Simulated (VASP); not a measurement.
# Te (R-3m) in VASP: a series of runs

The runs below take Te through relaxation of cell and atoms, single point, with PW91, AM05, PBE.

Everything below comes from runs of VASP 6.6.1. Logs are shortened: lines on timing, memory, paths and dates and some standing lists are left out, and cuts for length are marked.

## Step 1: Starting point

The structure is trigonal, space group R-3m (No. 166). The conventional cell has a = 4.612 Å, b = 4.612 Å, c = 5.073 Å, α = 90.00°, β = 90.00°, γ = 120.00°. Te (site symmetry -3m) is surrounded by 6 Te at 3.15 Å.

This isn't the form of Te at room conditions, which is trigonal, of chains.

## Step 2: Relaxation of cell and atoms, PW91

The input, INCAR:

```
ALGO = Normal
EDIFF = 1E-6
EDIFFG = -0.005
ENCUT = 600
GGA = 91
IBRION = 2
ISIF = 3
ISMEAR = -1
LASPH = T
LCHARG = F
LREAL = F
LWAVE = F
NELM = 80
NSW = 60
PREC = Accurate
SIGMA = 0.05
```

The input, KPOINTS:

```
k-points
0
Gamma
  9 9 9
```

The input, POSCAR:

```
Te
1.0
    2.3059043427      1.3313144930      1.6909537039
   -2.3059043427      1.3313144930      1.6909537039
    0.0000000000     -2.6626289860      1.6909537039
Te
1
Direct
    0.5000000000      0.5000000000      0.5000000000
```

Potentials or basis: VASP PAW PBE potentials, release 64 (Te).

Command:

```sh
$ cat potpaw_PBE.64/Te/POTCAR > POTCAR
$ mpirun -np 1 vasp_std > vasp.out
```

OUTCAR:

```text
EDIFF = 1E-6
   EDIFFG = -0.005
   ENCUT = 600
   GGA = 91
   IBRION = 2
   ISIF = 3
   ISMEAR = -1
   LASPH = T
   LREAL = F
   NELM = 80
   NSW = 60
   PREC = Accurate

 ion  position               nearest neighbor table
   1  0.500  0.500  0.500-

  LATTYP: Found a trigonal (rhomboedric) cell.
 ALAT       =     3.1541904739
 COS(alpha) =    -0.0688991668

  Lattice vectors:

 A1 = (   2.3059043427,   1.3313144930,   1.6909537039)
 A2 = (  -2.3059043427,   1.3313144930,   1.6909537039)
 A3 = (   0.0000000000,  -2.6626289860,   1.6909537039)

Analysis of symmetry for initial positions (statically):
=====================================================================
 Subroutine PRICEL returns:
 Original cell was already a primitive cell.

 Routine SETGRP: Setting up the symmetry group for a
 trigonal (rhombohedral) supercell.

 Subroutine GETGRP returns: Found 12 space group operations
 (whereof 12 operations were pure point group operations)
 out of a pool of 12 trial point group operations.

The static configuration has the point symmetry D_3d.

Analysis of symmetry for dynamics (positions and initial velocities):
=====================================================================
 Subroutine PRICEL returns:
 Original cell was already a primitive cell.

 Routine SETGRP: Setting up the symmetry group for a
 trigonal (rhombohedral) supercell.

 Subroutine GETGRP returns: Found 12 space group operations
 (whereof 12 operations were pure point group operations)
 out of a pool of 12 trial point group operations.

The dynamic configuration has the point symmetry D_3d.

 Subroutine INISYM returns: Found 12 space group operations
 (whereof 12 operations are pure point group operations),
 and found     1 'primitive' translations

----------------------------------------------------------------------------------------

                                     Primitive cell

  volume of cell :      31.1462

  direct lattice vectors                    reciprocal lattice vectors
     2.305904343  1.331314493  1.690953704     0.216834667  0.125189553  0.197127415
    -2.305904343  1.331314493  1.690953704    -0.216834667  0.125189553  0.197127415
     0.000000000 -2.662628986  1.690953704     0.000000000 -0.250379107  0.197127415

  length of vectors
     3.154190474  3.154190474  3.154190474     0.318667405  0.318667405  0.318667405

  position of ions in fractional coordinates (direct lattice)
     0.500000000  0.500000000  0.500000000

  ion indices of the primitive-cell ions
   primitive index   ion index
                 1           1

----------------------------------------------------------------------------------------

 KPOINTS: k-points

Automatic generation of k-mesh.
 Grid dimensions read from file:
 generate k-points for:    9    9    9

 Generating k-lattice:

  Cartesian coordinates                     Fractional coordinates (reciprocal lattice)
     0.024092741  0.013909950  0.021903046     0.111111111  0.000000000  0.000000000
    -0.024092741  0.013909950  0.021903046     0.000000000  0.111111111  0.000000000
     0.000000000 -0.027819901  0.021903046     0.000000000  0.000000000  0.111111111

  Length of vectors
     0.035407489  0.035407489  0.035407489

  Shift w.r.t. Gamma in fractional coordinates (k-lattice)
     0.000000000  0.000000000  0.000000000

 Subroutine IBZKPT returns following result:
 ===========================================

 Found     85 irreducible k-points:

 Following reciprocal coordinates:
            Coordinates               Weight
  0.000000  0.000000  0.000000      1.000000
  0.111111  0.000000  0.000000      6.000000
  0.222222  0.000000  0.000000      6.000000
  0.333333  0.000000  0.000000      6.000000
  0.444444  0.000000  0.000000      6.000000
  0.111111  0.111111  0.000000      6.000000
[... 16 lines left out ...]
 -0.333333  0.333333  0.000000      6.000000
  0.444444  0.444444  0.000000      6.000000
 [... further k-points ...]
   k-points           NKPTS =     85   k-points in BZ     NKDIM =     85   number of bands    NBANDS=      7
   number of dos      NEDOS =    301   number of ions     NIONS =      1
   total plane-waves  NPLWV =  21952
   dimension x,y,z NGX =    28 NGY =   28 NGZ =   28
   dimension x,y,z NGXF=    56 NGYF=   56 NGZF=   56
   ions per type =               1
   NGX,Y,Z   is equivalent  to a cutoff of  14.76, 14.76, 14.76 a.u.
   NGXF,Y,Z  is equivalent  to a cutoff of  29.52, 29.52, 29.52 a.u.
 SYSTEM =  unknown system
   PREC   = accura    normal or accurate (medium, high low for compatibility)
   ISTART =      0    job   : 0-new  1-cont  2-samecut
   ICHARG =      2    charge: 1-file 2-atom 10-const
   ISPIN  =      1    spin polarized calculation?
   LNONCOLLINEAR =      F non collinear calculations
   LSORBIT =      F    spin-orbit coupling
   LASPH  =      T    aspherical Exc in radial PAW
   ENCUT  =  600.0 eV  44.10 Ry    6.64 a.u.   6.30  6.30  6.30*2*pi/ulx,y,z
   NELM   =     80;   NELMIN=  2; NELMDL= -5     # of ELM steps
   EDIFF  = 0.1E-05   stopping-criterion for ELM
   LREAL  =      F    real-space projection
   EDIFFG = -.5E-02   stopping-criterion for IOM
   NSW    =     60    number of steps for IOM
   IBRION =      2    ionic relax: 0-MD 1-quasi-New 2-CG
   NFREE  =      1    steps in history (QN), initial steepest desc. (CG)
   ISIF   =      3    stress and relaxation
   ISYM   =      2    0-nonsym 1-usesym 2-fastsym
   POTIM  = 0.5000    time-step for ionic-motion
   TEBEG  =    0.0;   TEEND  =   0.0 temperature during run
   PSTRESS=    0.0 pullay stress
   NELECT =       6.0000    total number of electrons
   NUPDOWN=      -1.0000    fix difference up-down
   EMIN   =  10.00;   EMAX   =-10.00  energy-range for DOS
   EFERMI =   0.00;   METHOD = LEGACY
   ISMEAR =    -1;   SIGMA  =   0.05  broadening in eV -4-tet -1-fermi 0-gaus
   EFERMI_NEDOS =   21; number of points for ismear=-14 and -15
   IALGO  =     38    algorithm
   IMIX   =      4    mixing-type and parameters
     AMIX     =   0.40;   BMIX     =  1.00
     AMIX_MAG =   1.60;   BMIX_MAG =  1.00
  volume/ion in A,a.u.               =      31.15       210.18
  Fermi-wavevector in a.u.,A,eV,Ry     =   0.945490  1.786717 12.162947  0.893951
  Thomas-Fermi vector in A             =   2.073397
   LORBIT       =      0    0 simple, 1 ext, 2 COOP (PROOUT), +10 PAW based schemes
   GGA     = 91    functional components
   LHFCALC =     F    Hartree Fock is set to
   AEXX    =    0.0000 exact exchange contribution
   IVDW    =     0    specifies the selected vdW correction
   LEPSILON=     F    determine dielectric tensor
   LRPA    =     F    only Hartree local field effects (RPA)
 conjugate gradient relaxation of ions
 non-spin polarized calculation
  energy-cutoff  :      600.00
  volume of cell :       31.15
 maximum number of plane-waves:      1069
 NGX is ok and might be reduce to    28
   NGX = 13   NGY = 13   NGZ = 13

--------------------------------------- Ionic step        1  -------------------------------------------

 number of electron       5.9999999 magnetization

 Free energy of the ion-electron system (eV)
  ---------------------------------------------------
  ext. energy  EPLUGINS =         0.00000000
  ---------------------------------------------------
  free energy    TOTEN  =        -3.11023162 eV

  energy without entropy =       -3.10480912  energy(sigma->0) =       -3.10752037

------------------------ aborting loop because EDIFF is reached ----------------------------------------

  FORCE on cell =-STRESS in cart. coord.  units (eV):
  Direction    XX          YY          ZZ          XY          YZ          ZX
  --------------------------------------------------------------------------------------
  -------------------------------------------------------------------------------------
  Total        0.5463633      0.5463633      0.5561554      0.0000000     -0.0000000      0.0000000
  in kB       28.1052330     28.1052330     28.6089448      0.0000000     -0.0000000      0.0000000
  external PRESSURE =      28.2731369 kB  Pullay stress =       0.0000000 kB
[... 265 lines left out ...]
  energy  without entropy=       -3.1213325513  energy(sigma->0) =       -3.12420041

--------------------------------------- Ionic step        9  -------------------------------------------

 number of electron       6.0000001 magnetization

 Free energy of the ion-electron system (eV)
  ---------------------------------------------------
  ext. energy  EPLUGINS =         0.00000000
  ---------------------------------------------------
  free energy    TOTEN  =        -3.12742728 eV

  energy without entropy =       -3.12174108  energy(sigma->0) =       -3.12458418

 E-fermi :   6.3146     XC(G=0):  -9.2788

 val. band max:        6.3022021745   @ k =  -0.1111   0.1111   0.0000
 cond. band min:       6.3236627692   @ k =  -0.1111   0.1111   0.1111
 fundamental gap:      0.0214605948
 Fermi energy:         6.3146340752

 k-point     1 :       0.0000    0.0000    0.0000
  band No.  band energies     occupation
      1      -7.2266      2.00000
      2       7.3611      0.00000
      3       7.5327      0.00000
      4       7.5327      0.00000
      5      12.3808      0.00000
      6      12.3808      0.00000
      7      12.7864      0.00000
[... 221 lines left out ...]
 k-point    24 :       0.4444    0.4444    0.0000
  band No.  band energies     occupation
      1      -3.9660      2.00000
      2       1.9296      2.00000
      3       2.1747      2.00000
      4       8.8622      0.00000
      5       9.9688      0.00000
      6      16.6645      0.00000
      7      18.5876      0.00000

 [... further k-points ...]

------------------------ aborting loop because EDIFF is reached ----------------------------------------

  FORCE on cell =-STRESS in cart. coord.  units (eV):
  Direction    XX          YY          ZZ          XY          YZ          ZX
  --------------------------------------------------------------------------------------
  -------------------------------------------------------------------------------------
  Total        0.0005500      0.0005500      0.0036189      0.0000000      0.0000000     -0.0000000
  in kB        0.0267355      0.0267355      0.1759168      0.0000000      0.0000000     -0.0000000
  external PRESSURE =       0.0764626 kB  Pullay stress =       0.0000000 kB
[... 16 lines left out ...]
  FREE ENERGIE OF THE ION-ELECTRON SYSTEM (eV)
  ---------------------------------------------------
  free  energy   TOTEN  =        -3.1274272752 eV

  energy  without entropy=       -3.1217410769  energy(sigma->0) =       -3.12458418

 reached required accuracy - stopping structural energy minimisation
```

It took 71 s on 1 thread of Intel Xeon Platinum 8488C (Sapphire Rapids), shared host; peak memory 0.18 GiB.

Results:

- Free energy: -3.1274 eV
- Relaxed volume: 32.96 Å³/atom
- Relaxed cell: a = 3.207 Å, b = 3.207 Å, c = 3.207 Å, α = 91.51°, β = 91.51°, γ = 91.51°
- Space group after relaxing (to 0.05 Å): R-3m (No. 166)
- Energy gained by relaxing: 17.2 meV/atom
- Ionic steps: 9
- Pressure after relaxing: 0.0 GPa
- Band gap on the k mesh: none (metal or under the smearing width)

Step by step:
```tsv
step	energy change (eV)	largest force (eV/Å)	pressure (GPa)	volume (Å³)
1	0.0000	0.0000	2.83	31.15
2	-0.0094	0.0000	-1.33	33.69
3	-0.0135	0.0000	0.00	32.75
4	-0.0141	0.0000	-0.01	32.78
5	-0.0157	0.0000	-0.04	32.88
6	-0.0171	0.0000	-0.13	33.05
7	-0.0171	0.0000	-0.14	33.06
8	-0.0168	0.0000	0.43	32.69
9	-0.0172	0.0000	0.01	32.96
```

Final structure:
```xyz
1
Lattice="2.2977 1.3266 1.8022 -2.2977 1.3266 1.8022 0.0000 -2.6532 1.8022" Properties=species:S:1:pos:R:3 pbc="T T T"
Te    0.0000    0.0000    2.7033
```

Caveat: the PAW data sets were made with another functional, which shifts forces and pressure a little. The run has no spin-orbit coupling, so splittings on Te are missing.

## Step 3: Relaxation of cell and atoms, AM05

The input, INCAR:

```
PREC     = Accurate       # precision mode
ENCUT    = 600            # plane-wave cutoff, eV
EDIFF    = 1E-7           # SCF threshold, eV
ISMEAR   = -1             # smearing method
SIGMA    = 0.05           # smearing width, eV
LREAL    = False          # projectors in reciprocal space
LASPH    = True           # aspherical terms in the spheres
NELM     = 100            # most SCF steps
ALGO     = Normal         # electronic algorithm
ISIF     = 3              # what is computed and relaxed
LWAVE    = False          # write WAVECAR
LCHARG   = False          # write CHGCAR
GGA      = AM             # functional
IBRION   = 2              # ionic algorithm
NSW      = 60             # ionic steps
EDIFFG   = -0.01          # ionic threshold
```

The input, KPOINTS:

```
regular mesh
0
Gamma
  9 9 9
```

POSCAR is that of step 2.

Potentials or basis: VASP PAW PBE potentials, release 64 (Te).

Command:

```sh
$ cat potpaw_PBE.64/Te/POTCAR > POTCAR
$ mpirun -np 1 vasp_std > vasp.out
```

It took 91 s on 1 thread of Intel Xeon Platinum 8488C (Sapphire Rapids), shared host; peak memory 0.17 GiB.

The run converged. Its results:

| Property | Result |
| --- | --- |
| Free energy | -3.2040 eV |
| Relaxed volume | 31.41 Å³/atom |
| Relaxed cell | a = 3.157 Å, b = 3.157 Å, c = 3.157 Å, α = 92.05°, β = 92.05°, γ = 92.05° |
| Space group after relaxing (to 0.05 Å) | R-3m (No. 166) |
| Energy gained by relaxing | 1.7 meV/atom |
| Ionic steps | 9 |
| Pressure after relaxing | 0.0 GPa |
| Band gap on the k mesh | none (metal or under the smearing width) |

The path:
| step | energy change (eV) | largest force (eV/Å) | pressure (GPa) | volume (Å³) |
| --- | --- | --- | --- | --- |
| 1 | 0.0000 | 0.0000 | 0.13 | 31.15 |
| 2 | -0.0001 | 0.0000 | -0.05 | 31.26 |
| 3 | -0.0001 | 0.0000 | -0.15 | 31.32 |
| 4 | -0.0002 | 0.0000 | -0.16 | 31.34 |
| 5 | -0.0004 | 0.0000 | -0.17 | 31.38 |
| 6 | -0.0008 | 0.0000 | -0.21 | 31.45 |
| 7 | -0.0014 | 0.0000 | -0.33 | 31.59 |
| 8 | -0.0017 | 0.0000 | -0.08 | 31.46 |
| 9 | -0.0017 | 0.0000 | 0.02 | 31.41 |

Final structure:
```
Te
1.0
     2.27198    1.31173    1.75640
    -2.27198    1.31173    1.75640
     0.00000   -2.62345    1.75640
Te
1
Direct
  0.50000 0.50000 0.50000
```

Levels at points of the mesh, in eV from the Fermi level:
```
           k point  band 1  band 2  band 3  band 4  band 5  band 6
(0.00, 0.00, 0.00)  -13.95    1.06    1.30    1.30    5.99    5.99
```

Caveat: the PAW data sets were made with another functional, which shifts forces and pressure a little. The run has no spin-orbit coupling, so splittings on Te are missing.

## Step 4: Single point, PBE

The input, INCAR:

```
SYSTEM = Te
ALGO = Normal ; EDIFF = 1E-6
ENCUT = 520 ; GGA = PE
ISIF = 2 ; ISMEAR = 0
LASPH = .TRUE. ; LCHARG = .FALSE.
LREAL = .FALSE. ; LWAVE = .FALSE.
NBANDS = 9 ; NELM = 60
PREC = Accurate ; SIGMA = 0.028999999999999998
```

The input, KPOINTS:

```
k-points
0
G
  9 9 9
  0 0 0
```

POSCAR is that of step 3.

Command:

```sh
$ cat potpaw_PBE.64/Te/POTCAR > POTCAR
$ mpirun -np 1 vasp_std > vasp.out
```

Run time: 6.9 s. Hardware: 1 thread of Intel Xeon 6975P-C (Granite Rapids), shared host; peak memory 0.14 GiB.

It converged, with:

```
Free energy            : -3.0853 eV
Pressure               : 2.6 GPa
Band gap on the k mesh : none (metal or under the smearing width)
```

Stress tensor (GPa, compression positive):
```
2.66 0.00 0.00
0.00 2.66 0.00
0.00 0.00 2.50
```

Levels at points of the mesh, in eV from the Fermi level:
| k point | band 1 | band 2 | band 3 | band 4 | band 5 | band 6 | band 7 |
| --- | --- | --- | --- | --- | --- | --- | --- |
| (0.00, 0.00, 0.00) | -13.98 | 0.95 | 1.43 | 1.43 | 6.05 | 6.05 | 6.71 |

The run has no spin-orbit coupling, so splittings on Te are missing.

## Step 5: The reference run

An earlier run on the cell as given: functional PBE; potentials or basis VASP PAW PBE potentials, release 64 (Te); cutoff 520 eV; k mesh 9 × 9 × 9; occupations fermi-dirac, width 0.05 eV; no spin polarisation.

* Pressure: 2.6 GPa
* Band gap on the k mesh: none (metal or under the smearing width)

## Step 6: Summary

| task | level | cell | cutoff (eV) | smearing | gap on the mesh (eV) | pressure (GPa) | relaxed volume (Å³/atom) |
| --- | --- | --- | --- | --- | --- | --- | --- |
| relaxation of cell and atoms | PW91 | relaxed | 600 | fermi-dirac 0.05 eV | none | 0.0 | 32.96 |
| relaxation of cell and atoms | AM05 | relaxed | 600 | fermi-dirac 0.05 eV | none | 0.0 | 31.41 |
| single point | PBE | as given | 520 | gaussian 0.029 eV | none | 2.6 | - |
| single point | PBE | as given | 520 | fermi-dirac 0.05 eV | none | 2.6 | - |

Alike in all rows: potentials or basis VASP PAW PBE potentials, release 64 (Te); no spin polarisation; k mesh 9 × 9 × 9.

Caveats: the PAW data sets were made with another functional, which shifts forces and pressure a little (some runs).

Total energies depend on the potentials used, so only differences within one code and one set of settings carry meaning.
